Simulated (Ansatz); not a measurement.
**BP: relaxation of cell and atoms with PBEsol**

The system is BP.

```xyz
2
Lattice="0.0000 2.2690 2.2690 2.2690 0.0000 2.2690 2.2690 2.2690 0.0000" Properties=species:S:1:pos:R:3 pbc="T T T"
P     3.4035    3.4035    3.4035
B     0.0000    0.0000    0.0000
```

```json
{
 "Program": "Ansatz 0.2.0",
 "Task": "relaxation of cell and atoms",
 "Functional": "PBEsol",
 "Potentials or basis": "all-electron LAPW, scalar-relativistic",
 "Basis error allowed": "0.001 eV/atom",
 "k mesh": "10 × 10 × 10",
 "Occupations": "fermi-dirac, width 0.05 eV",
 "Spin": "no spin polarisation",
 "Target pressure": "30 GPa"
}
```

```yaml
Relaxed_volume: 10.06 Å³/atom
Relaxed_cell: a = 3.053 Å, b = 3.053 Å, c = 3.053 Å, α = 60.00°, β = 60.00°, γ = 60.00°
Space_group_after_relaxing_to_0.05_Å: F-43m (No. 216)
Energy_change_on_relaxing_the_enthalpy_is_what_falls: +123.4 meV/atom
Ionic_steps: 6
Pressure_after_relaxing: 30.0 GPa
Band_gap_on_the_k_mesh: 0.93 eV
```

The path:
```
step  energy change (eV)  largest force (eV/Å)  volume (Å³)
   1              0.0000                0.0000        23.36
   2              0.1197                0.0000        20.95
   3              0.2766                0.0000        19.97
   4              0.2455                0.0000        20.13
   5              0.2469                0.0000        20.12
   6              0.2469                0.0000        20.12
```

Final structure:
```
P B
1.0
     0.00000    2.15884    2.15884
     2.15884    0.00000    2.15884
     2.15884    2.15884    0.00000
P B
1 1
Cartesian
  3.2383 3.2383 3.2383
  0.0000 0.0000 0.0000
```

Run time: 19 s on 1 thread of Arm Neoverse V2, on a shared host, peak memory 0.24 GiB.

A k mesh can miss the band edges. PBEsol gaps usually lie below the measured ones, often by a third to a half.
